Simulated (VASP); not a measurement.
# Sn5S4 in VASP: reference runs

Aim: a first look at Sn5S4 with PBE, on the cell as given.

Everything below comes from runs of VASP 6.6.1. Logs are shortened: lines on timing, memory, paths and dates and some standing lists are left out, and cuts for length are marked.

**1. The cell of the first run**

The cell holds a slab with vacuum, 9 atoms: a = 4.101 Å, b = 4.101 Å, c = 28.395 Å, α = 90.00°, β = 90.00°, γ = 120.00°.

**2. Single point, PBE (the (1 1 1) slab of SnS, cut from the database cell, not relaxed)**

The input, INCAR:

```
SYSTEM = Sn5S4
ALGO = Normal
DIPOL = 0.5 0.5 0.500
EDIFF = 1E-7
ENCUT = 520
GGA = PE
IDIPOL = 3
ISIF = 2
ISMEAR = -1
LASPH = .True.
LCHARG = .False.
LDIPOL = .True.
LREAL = .False.
LWAVE = .False.
NBANDS = 57
NELM = 60
PREC = Accurate
SIGMA = 0.05
```

The input, KPOINTS:

```
k-points
0
Gamma
  8 8 1
  0 0 0
```

The input, POSCAR:

```
Sn5S4
1.0
    4.1012193309      0.0000000000      0.0000000000
   -2.0506096654      3.5517601270      0.0000000000
    0.0000000000      0.0000000000     28.3945262452
Sn S
5 4
Direct
    0.3333333333      0.6666666667      0.2641354159
    0.0000000000      0.0000000000      0.3820677080
    0.6666666667      0.3333333333      0.5000000000
    0.3333333333      0.6666666667      0.6179322920
    0.0000000000      0.0000000000      0.7358645841
    0.6666666667      0.3333333333      0.3231015619
    0.3333333333      0.6666666667      0.4410338540
    0.0000000000      0.0000000000      0.5589661460
    0.6666666667      0.3333333333      0.6768984381
```

Potentials or basis: VASP PAW PBE potentials, release 64 (Sn_d, S).

Started as:

```console
$ cat potpaw_PBE.64/Sn_d/POTCAR potpaw_PBE.64/S/POTCAR > POTCAR
$ mpirun -np 1 vasp_std > vasp.out
```

OUTCAR:

```text
SYSTEM = Sn5S4
   EDIFF = 1E-7
   ENCUT = 520
   GGA = PE
   ISIF = 2
   ISMEAR = -1
   LASPH = .True.
   LREAL = .False.
   NELM = 60
   PREC = Accurate

 ion  position               nearest neighbor table
   1  0.333  0.667  0.264-   6 2.90   6 2.90   6 2.90
   2  0.000  0.000  0.382-   7 2.90   7 2.90   7 2.90   6 2.90   6 2.90   6 2.90
   3  0.667  0.333  0.500-   7 2.90   8 2.90   7 2.90   8 2.90   8 2.90   7 2.90
   4  0.333  0.667  0.618-   8 2.90   8 2.90   8 2.90   9 2.90   9 2.90   9 2.90
   5  0.000  0.000  0.736-   9 2.90   9 2.90   9 2.90
   6  0.667  0.333  0.323-   1 2.90   1 2.90   1 2.90   2 2.90   2 2.90   2 2.90
   7  0.333  0.667  0.441-   3 2.90   2 2.90   3 2.90   2 2.90   2 2.90   3 2.90
   8  0.000  0.000  0.559-   4 2.90   3 2.90   4 2.90   3 2.90   4 2.90   3 2.90
   9  0.667  0.333  0.677-   5 2.90   5 2.90   5 2.90   4 2.90   4 2.90   4 2.90

  LATTYP: Found a hexagonal cell.
 ALAT       =     4.1012193309
 C/A-ratio  =     6.9234351919

  Lattice vectors:

 A1 = (   4.1012193309,   0.0000000000,   0.0000000000)
 A2 = (  -2.0506096654,   3.5517601270,   0.0000000000)
 A3 = (   0.0000000000,   0.0000000000,  28.3945262452)

Analysis of symmetry for initial positions (statically):
=====================================================================
 Subroutine PRICEL returns:
 Original cell was already a primitive cell.

 Routine SETGRP: Setting up the symmetry group for a
 hexagonal supercell.

 Subroutine GETGRP returns: Found 12 space group operations
 (whereof  6 operations were pure point group operations)
 out of a pool of 24 trial point group operations.

The static configuration has the point symmetry C_3v.
 The point group associated with its full space group is D_3d.

Analysis of symmetry for dynamics (positions and initial velocities):
=====================================================================
 Subroutine PRICEL returns:
 Original cell was already a primitive cell.

 Routine SETGRP: Setting up the symmetry group for a
 hexagonal supercell.

 Subroutine GETGRP returns: Found 12 space group operations
 (whereof  6 operations were pure point group operations)
 out of a pool of 24 trial point group operations.

The dynamic configuration has the point symmetry C_3v.
 The point group associated with its full space group is D_3d.

 Subroutine INISYM returns: Found 12 space group operations
 (whereof  6 operations are pure point group operations),
 and found     1 'primitive' translations

----------------------------------------------------------------------------------------

                                     Primitive cell

  volume of cell :     413.6102

  direct lattice vectors                    reciprocal lattice vectors
     4.101219331  0.000000000  0.000000000     0.243829925  0.140775273  0.000000000
    -2.050609665  3.551760127  0.000000000     0.000000000  0.281550545  0.000000000
     0.000000000  0.000000000 28.394526245     0.000000000  0.000000000  0.035218055

  length of vectors
     4.101219331  4.101219331 28.394526245     0.281550545  0.281550545  0.035218055

  position of ions in fractional coordinates (direct lattice)
     0.333333333  0.666666667  0.264135416
     0.000000000  0.000000000  0.382067708
     0.666666667  0.333333333  0.500000000
     0.333333333  0.666666667  0.617932292
     0.000000000  0.000000000  0.735864584
     0.666666667  0.333333333  0.323101562
     0.333333333  0.666666667  0.441033854
     0.000000000  0.000000000  0.558966146
     0.666666667  0.333333333  0.676898438

  ion indices of the primitive-cell ions
   primitive index   ion index
                 1           1
                 2           2
                 3           3
                 4           4
                 5           5
                 6           6
                 7           7
                 8           8
                 9           9

----------------------------------------------------------------------------------------

 KPOINTS: k-points

Automatic generation of k-mesh.
 Grid dimensions read from file:
 generate k-points for:    8    8    1

 Generating k-lattice:

  Cartesian coordinates                     Fractional coordinates (reciprocal lattice)
     0.030478741  0.017596909  0.000000000     0.125000000 -0.000000000  0.000000000
     0.000000000  0.035193818  0.000000000     0.000000000  0.125000000  0.000000000
     0.000000000  0.000000000  0.035218055     0.000000000  0.000000000  1.000000000

  Length of vectors
     0.035193818  0.035193818  0.035218055

  Shift w.r.t. Gamma in fractional coordinates (k-lattice)
     0.000000000  0.000000000  0.000000000

 Subroutine IBZKPT returns following result:
 ===========================================

 Found     10 irreducible k-points:

 Following reciprocal coordinates:
            Coordinates               Weight
  0.000000  0.000000  0.000000      1.000000
  0.125000  0.000000  0.000000      6.000000
  0.250000  0.000000  0.000000      6.000000
  0.375000  0.000000  0.000000      6.000000
  0.500000  0.000000  0.000000      3.000000
  0.125000  0.125000  0.000000      6.000000
  0.250000  0.125000  0.000000     12.000000
  0.375000  0.125000  0.000000     12.000000
  0.250000  0.250000  0.000000      6.000000
  0.375000  0.250000  0.000000      6.000000
   k-points           NKPTS =     10   k-points in BZ     NKDIM =     10   number of bands    NBANDS=     57
   number of dos      NEDOS =    301   number of ions     NIONS =      9
   total plane-waves  NPLWV = 221184
   dimension x,y,z NGX =    32 NGY =   32 NGZ =  216
   dimension x,y,z NGXF=    64 NGYF=   64 NGZF=  432
   ions per type =               5   4
   NGX,Y,Z   is equivalent  to a cutoff of  12.97, 12.97, 12.65 a.u.
   NGXF,Y,Z  is equivalent  to a cutoff of  25.94, 25.94, 25.29 a.u.
 SYSTEM =  Sn5S4
   PREC   = accura    normal or accurate (medium, high low for compatibility)
   ISTART =      0    job   : 0-new  1-cont  2-samecut
   ICHARG =      2    charge: 1-file 2-atom 10-const
   ISPIN  =      1    spin polarized calculation?
   LNONCOLLINEAR =      F non collinear calculations
   LSORBIT =      F    spin-orbit coupling
   LASPH  =      T    aspherical Exc in radial PAW
   ENCUT  =  520.0 eV  38.22 Ry    6.18 a.u.   7.63  7.63 52.80*2*pi/ulx,y,z
   NELM   =     60;   NELMIN=  2; NELMDL= -5     # of ELM steps
   EDIFF  = 0.1E-06   stopping-criterion for ELM
   LREAL  =      F    real-space projection
[... 7 lines left out ...]
   TEBEG  =    0.0;   TEEND  =   0.0 temperature during run
   PSTRESS=    0.0 pullay stress
   NELECT =      94.0000    total number of electrons
   NUPDOWN=      -1.0000    fix difference up-down
   EMIN   =  10.00;   EMAX   =-10.00  energy-range for DOS
   EFERMI =   0.00;   METHOD = LEGACY
   ISMEAR =    -1;   SIGMA  =   0.05  broadening in eV -4-tet -1-fermi 0-gaus
   EFERMI_NEDOS =   21; number of points for ismear=-14 and -15
   IALGO  =     38    algorithm
   IMIX   =      4    mixing-type and parameters
     AMIX     =   0.40;   BMIX     =  1.00
     AMIX_MAG =   1.60;   BMIX_MAG =  1.00
  volume/ion in A,a.u.               =      45.96       310.13
  Fermi-wavevector in a.u.,A,eV,Ry     =   0.999050  1.887930 13.579975  0.998100
  Thomas-Fermi vector in A             =   2.131314
   LORBIT       =      0    0 simple, 1 ext, 2 COOP (PROOUT), +10 PAW based schemes
   GGA     = PE    functional components
   LHFCALC =     F    Hartree Fock is set to
   AEXX    =    0.0000 exact exchange contribution
   IVDW    =     0    specifies the selected vdW correction
   LEPSILON=     F    determine dielectric tensor
   LRPA    =     F    only Hartree local field effects (RPA)
 non-spin polarized calculation
  energy-cutoff  :      520.00
  volume of cell :      413.61
 maximum number of plane-waves:     11247
 NGX is ok and might be reduce to    32
   NGX = 15   NGY = 15   NGZ =105

 number of electron      93.9999984 magnetization

 dipolmoment           0.000000      0.000000     -0.000003 electrons x Angstroem

 Free energy of the ion-electron system (eV)
  ---------------------------------------------------
  ext. energy  EPLUGINS =         0.00000000
  ---------------------------------------------------
  free energy    TOTEN  =       -37.25551017 eV

  energy without entropy =      -37.20707652  energy(sigma->0) =      -37.23129335

 E-fermi :   2.3001     XC(G=0):  -5.9774

 val. band max:        2.2970500018   @ k =   0.3750   0.0000   0.0000
 cond. band min:       2.3589243178   @ k =   0.2500   0.1250   0.0000
 fundamental gap:      0.0618743160
 Fermi energy:         2.3001196215

 k-point     1 :       0.0000    0.0000    0.0000
  band No.  band energies     occupation
      1     -19.9177      2.00000
      2     -19.9176      2.00000
      3     -19.9001      2.00000
      4     -19.9001      2.00000
      5     -19.9001      2.00000
      6     -19.9001      2.00000
[... 49 lines left out ...]
     56       4.6716      0.00000
     57       5.3512      0.00000

 k-point     2 :       0.1250    0.0000    0.0000
  band No.  band energies     occupation
      1     -19.9162      2.00000
      2     -19.9162      2.00000
      3     -19.9021      2.00000
      4     -19.9020      2.00000
      5     -19.9005      2.00000
      6     -19.9005      2.00000
[... 49 lines left out ...]
     56       4.9711      0.00000
     57       5.1617      0.00000
[... 418 lines left out ...]
     56       5.2056      0.00000
     57       5.3851      0.00000

 k-point    10 :       0.3750    0.2500    0.0000
  band No.  band energies     occupation
      1     -19.9129      2.00000
      2     -19.9129      2.00000
      3     -19.9068      2.00000
      4     -19.9068      2.00000
      5     -19.9060      2.00000
      6     -19.9059      2.00000
[... 49 lines left out ...]
     56       5.4555      0.00000
     57       5.5571      0.00000

------------------------ aborting loop because EDIFF is reached ----------------------------------------

 vacuum level on the upper side and lower side of the slab       (xc-potential included)        -0.137        -0.137

  FORCE on cell =-STRESS in cart. coord.  units (eV):
  Direction    XX          YY          ZZ          XY          YZ          ZX
  --------------------------------------------------------------------------------------
  -------------------------------------------------------------------------------------
  Total       -2.8153456     -2.8153456      1.7369106     -0.0000000      0.0000000     -0.0000000
  in kB      -10.9056372    -10.9056372      6.7281675     -0.0000000      0.0000000     -0.0000000
  external PRESSURE =      -5.0277023 kB  Pullay stress =       0.0000000 kB

 VOLUME and BASIS-vectors are now :
 -----------------------------------------------------------------------------
  energy-cutoff  :      520.00
  volume of cell :      413.61
      direct lattice vectors                 reciprocal lattice vectors
     4.101219331  0.000000000  0.000000000     0.243829925  0.140775273  0.000000000
    -2.050609665  3.551760127  0.000000000     0.000000000  0.281550545  0.000000000
     0.000000000  0.000000000 28.394526245     0.000000000  0.000000000  0.035218055

 POSITION                                       TOTAL-FORCE (eV/Angst)
 -----------------------------------------------------------------------------------
     -0.00000      2.36784      7.50000        -0.000000     -0.000000      0.017737
      0.00000      0.00000     10.84863        -0.000000     -0.000000      0.132564
      2.05061      1.18392     14.19726         0.000000     -0.000000      0.000000
     -0.00000      2.36784     17.54589         0.000000     -0.000000     -0.132564
      0.00000      0.00000     20.89453        -0.000000      0.000000     -0.017737
      2.05061      1.18392      9.17432        -0.000000     -0.000000     -0.282107
     -0.00000      2.36784     12.52295         0.000000     -0.000000     -0.033375
      0.00000      0.00000     15.87158        -0.000000     -0.000000      0.033375
      2.05061      1.18392     19.22021         0.000000     -0.000000      0.282107
 -----------------------------------------------------------------------------------
    total drift:                               -0.000000      0.000000     -0.000226

  FREE ENERGIE OF THE ION-ELECTRON SYSTEM (eV)
  ---------------------------------------------------
  free  energy   TOTEN  =       -37.2555101705 eV

  energy  without entropy=      -37.2070765236  energy(sigma->0) =      -37.23129335

 vacuum level on the upper side and lower side of the slab         5.694         5.694
```

It took 7.2 min on 1 thread of Intel Xeon Platinum 8259CL at 2.50GHz (Skylake/Cascade Lake), shared host; peak memory 0.6 GiB.

Results:

```
Free energy            : -37.2555 eV
Largest force          : 0.282 eV/Å
Band gap on the k mesh : none (metal or under the smearing width)
```

Forces in eV/Å, atoms in the order of the input:
```
Sn   0.000  0.000  0.018
Sn   0.000  0.000  0.133
Sn   0.000  0.000  0.000
Sn   0.000  0.000 -0.133
Sn   0.000  0.000 -0.018
S    0.000  0.000 -0.282
S    0.000  0.000 -0.033
S    0.000  0.000  0.033
S    0.000  0.000  0.282
```
